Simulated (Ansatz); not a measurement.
ZrC: density of states with PBE

ZrC:

```
CELL_PARAMETERS angstrom
0.00000 2.36500 2.36500
2.36500 0.00000 2.36500
2.36500 2.36500 0.00000
ATOMIC_POSITIONS crystal
Zr 0.50000 0.50000 0.50000
C 0.00000 0.00000 0.00000
```

```yaml
Program: Ansatz 0.2.0
Task: density of states
Functional: PBE
Potentials_or_basis: PseudoDojo standard (PBE files)
Cutoff: 1116 eV
Density_cutoff: 4463 eV
k_mesh: 10 × 10 × 10
Occupations: fermi-dirac, width 0.05 eV
Spin: non-collinear spin, ferromagnetic start, spin-orbit coupling
Starting_moments: "[[0.5, 0.0, 0.0], [0.0, 0.0, 0.0]] μB"
```

The pressure is -2.7 GPa. The band gap on the k mesh is none (metal or under the smearing width). The net moment is 0.00 μB per cell, the absolute moment is 0.00 μB per cell and the density of states at the Fermi level is 0.21 states/eV per cell.

Levels at points of the mesh, in eV from the Fermi level:
```
              k point  band 14  band 15  band 16  band 17  band 18  band 19
   (0.00, 0.00, 0.00)     0.94     0.94     0.94     1.05     1.05     1.05
  (0.00, 0.00, -0.50)    -2.90    -2.88    -2.88     4.38     4.38     4.39
  (0.00, -0.50, 0.00)    -2.90    -2.88    -2.88     4.38     4.38     4.39
 (0.00, -0.50, -0.50)    -1.71    -0.03    -0.03     0.09     0.09     4.34
  (-0.50, 0.00, 0.00)    -2.90    -2.88    -2.88     4.38     4.38     4.39
 (-0.50, 0.00, -0.50)    -1.71    -0.03    -0.03     0.09     0.09     4.34
 (-0.50, -0.50, 0.00)    -1.71    -0.03    -0.03     0.09     0.09     4.34
(-0.50, -0.50, -0.50)    -2.90    -2.88    -2.88     4.38     4.38     4.39
```

States per cell in windows of 1 eV (zero at the Fermi level; states under -8 eV left out):
```csv
from (eV),total
-8.0,0.00
-7.0,0.00
-6.0,0.03
-5.0,0.54
-4.0,0.98
-3.0,2.87
-2.0,1.19
-1.0,0.40
0.0,0.39
1.0,0.64
2.0,0.92
3.0,1.19
4.0,1.94
5.0,0.92
6.0,0.00
7.0,0.00
```

Moments on the atoms (μB; x, y, z):
```
Zr  0.00 0.00 0.00
C   0.00 0.00 0.00
```

Run time: 13 min on 1 thread of INTEL(R) XEON(R) PLATINUM 8581C CPU @ 2.30GHz (Emerald Rapids), with other jobs on the host, peak memory 2.2 GiB.

Caveat: the starting moments weren't kept; the thresholds are loose for stress.
